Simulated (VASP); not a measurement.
**Ho: single point with PBE**

Crystal: Ho.

```
Ho
1.0
    -1.99052    1.99052    1.99052
     1.99052   -1.99052    1.99052
     1.99052    1.99052   -1.99052
Ho
1
Cartesian
  0.0000 0.0000 0.0000
```

This isn't the form of Ho at room conditions, which is hcp.

```
Program                : VASP 6.6.1
Task                   : single point
Functional             : PBE
Potentials or basis    : VASP PAW PBE potentials, release 64 (Ho)
Cutoff                 : 500 eV
k mesh                 : 9 × 9 × 9
Occupations            : gaussian, width 0.1 eV
Spin                   : collinear spin, ferromagnetic start
Starting moments       : [4.0] μB
Further INCAR settings : ALGO = Normal; EDIFF = 1e-06; NBANDS = 20
```

| Property | Result |
| --- | --- |
| Pressure | 2.2 GPa |
| Band gap on the k mesh | none (metal or under the smearing width) |
| Net moment | 3.63 μB per cell |
| Site moments | Ho +3.52 μB |
| Valence electrons inside the program's atomic spheres | Ho 18.55 |

Levels at points of the mesh, in eV from the Fermi level:
Spin up:
| k point | band 8 | band 9 | band 10 | band 11 | band 12 | band 13 | band 14 | band 15 | band 16 | band 17 |
| --- | --- | --- | --- | --- | --- | --- | --- | --- | --- | --- |
| (0.00, 0.00, 0.00) | -3.29 | -3.29 | -2.66 | -2.66 | -2.66 | 2.07 | 2.07 | 2.07 | 4.21 | 4.21 |
Spin down:
```csv
k point,band 4,band 5,band 6,band 7,band 8,band 9,band 10,band 11,band 12,band 13
"(0.00, 0.00, 0.00)",-22.03,-5.19,-0.99,-0.99,-0.99,0.17,0.17,0.18,0.73,2.49
```

Wall time 57 s on 1 thread of Intel(R) Xeon(R) 6975P-C (Granite Rapids) (shared host), peak memory 0.2 GiB.

Caveat: the magnetic or orbital state may not be the lowest; spin-orbit coupling is left out, which moves the levels of the heavy elements. The state reached can hang on the start; a lower one may exist.
